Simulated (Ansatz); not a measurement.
## La2O3, space group P-3m1: a calculation of the dielectric tensor and Born charges, step by step

With Ansatz 0.2.0, Python API.

Notebook, run cell by cell (the value of a cell's last expression is shown):

**Cell 1**
```python
import warnings

import ansatz as az
import numpy as np
from pymatgen.core import Lattice, Structure
from pymatgen.io.ase import AseAtomsAdaptor
```

**Cell 2**
```python
config = {
    "functional": "PBEsol",
    "cutoff": 510,
    "kmesh": (6, 6, 4),
    "filling": "fixed",
}
```

**Cell 3**
```python
warnings.simplefilter("ignore", az.DeckWarning)

pmg_structure = Structure(
    Lattice([(3.93078, 0.0, 0.0), (-1.96539, 3.40415, 0.0), (0.0, 0.0, 6.11195)]),
    ["La", "La", "O", "O", "O"],
    [
        (2 / 3, 1 / 3, 0.75376),
        (1 / 3, 2 / 3, 0.24624),
        (2 / 3, 1 / 3, 0.35411),
        (1 / 3, 2 / 3, 0.64589),
        (0.0, 0.0, 0.0),
    ],
)
crystal = az.Crystal.from_ase(AseAtomsAdaptor.get_atoms(pmg_structure))
```

**Cell 4**
```python
crystal.resolved().tree()["lattice"]
```
Output:
```text
((3.93078, 0.0, 0.0), (-1.96539, 3.40415, 0.0), (0.0, 0.0, 6.11195))
```

**Cell 5**
```python
calc = (
    crystal.calculation()
    .functional(config["functional"])
    .basis(config["cutoff"])
    .kpoints(*config["kmesh"])
    .occupations(config["filling"])
    .dielectric()
)
out = calc.run(threads=1)
response = out.dielectric
eps = np.asarray(response.eps_inf)

values = np.linalg.eigvalsh(eps)
print("principal values of eps_inf:", np.round(values, 3))
print("refractive indices:", np.round(np.sqrt(values), 3))
for site, z in zip(out.lattice.sites, response.zstar_e):
    print(f"{site.symbol:2s} Z* trace/3 = {np.trace(z) / 3:+.3f} e")
print(f"charge neutrality missed by {response.zstar_sum_residual_pre_e:.4f} e before the sum rule")
```
Output:
```text
principal values of eps_inf: [4.799 4.889 4.889]
refractive indices: [2.191 2.211 2.211]
La Z* trace/3 = +4.082 e
La Z* trace/3 = +4.082 e
O  Z* trace/3 = -2.750 e
O  Z* trace/3 = -2.750 e
O  Z* trace/3 = -2.663 e
charge neutrality missed by 0.0007 e before the sum rule
```

Caveats:
- With fixed filling the reported Fermi level is the top filled level among the k-points of the SCF.
- Averages over directions belong to no single polarisation, least of all in layered crystals.
- Pressure is positive in compression.
- The structure comes from a database of computed cells and needn't be a stable or known phase.
- This is the electronic (clamped-ion) response; a semilocal gap that is too small tends to raise it. The typed mesh is that of the SCF; the response is solved on denser meshes that the run picks.
- Timing: 3.6 min on 1 thread of Arm Neoverse V1, on a shared host, peak memory 1 GiB.
